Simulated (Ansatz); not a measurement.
HfO2 built on the fluorite prototype, relaxed with r2SCAN in the plane-wave code Ansatz. Space group Fm-3m (No. 225), cubic; conventional cell a = 5.058 Å, 10.79 Å³ an atom. Hf has 8 O at 2.19 Å; O has 4 Hf at 2.19 Å.

The axes x, y and z are those of this cell:
```
CELL_PARAMETERS angstrom
0.00000 2.52918 2.52918
2.52918 0.00000 2.52918
2.52918 2.52918 0.00000
ATOMIC_POSITIONS crystal
Hf 0.00000 0.00000 0.00000
O 0.25000 0.25000 0.25000
O 0.75000 0.75000 0.75000
```

Unstrained: With PBE the gap is 3.803 eV and direct, at X. r2SCAN gives a direct gap of 4.303 eV at X. With r2SCAN+SOC the gap is 4.306 eV and direct, at X. With HSE06 the gap is 5.409 eV and direct, at X. Meshes: PBE 8×8×8, r2SCAN 8×8×8, r2SCAN+SOC 8×8×8, HSE06 6×6×6. Strains are changes of length per length, and xy shears are angles. After each strain the atoms were relaxed again with r2SCAN within the symmetry that the strain leaves, so tilts or polar shifts that break it weren't tested; points keep the names that they have in the unstrained zone. No magnetic order and no zero-point or thermal motion.

Problem. One strain changed the r2SCAN stress by xx -15.96, yy -15.96, zz +0.03 GPa (compression positive) and the gap by -0.424 eV (PBE), -0.418 eV (r2SCAN), -0.410 eV (HSE06). Which kind of strain was it, and roughly how large?

Solution. Epitaxial +2.62 % in the xy plane, free normal strain -0.85 %. The pattern of the stress gives the kind; the size needs the stiffness, so it is an estimate.

Problem. One strain changed the r2SCAN stress by xx +0.02, yy +0.02, zz +0.01, xy -0.76 GPa (compression positive) and the gap by 0.000 eV (PBE), 0.000 eV (r2SCAN), 0.000 eV (HSE06). Which kind of strain was it, and roughly how large?

Solution. Xy shear, engineering strain (angle) +1.02 %. The pattern of the stress gives the kind; the size needs the stiffness, so it is an estimate.

Problem. For epitaxial -3.58 % in the plane normal to [111], how far does the free direction move, and what happens to the gap?

Solution. The normal strain at zero normal stress is +4.72 %, 1.32 of the in-plane strain with the sign turned. PBE: the gap goes from 3.803 to 3.898 eV (+0.095 eV). r2SCAN: the gap goes from 4.303 to 4.408 eV (+0.105 eV). HSE06: the gap goes from 5.409 to 5.515 eV (+0.106 eV).

Only the levels marked +SOC include spin-orbit coupling.

The meshes of the hybrids are coarse, so their gaps aren't converged to the digits shown.
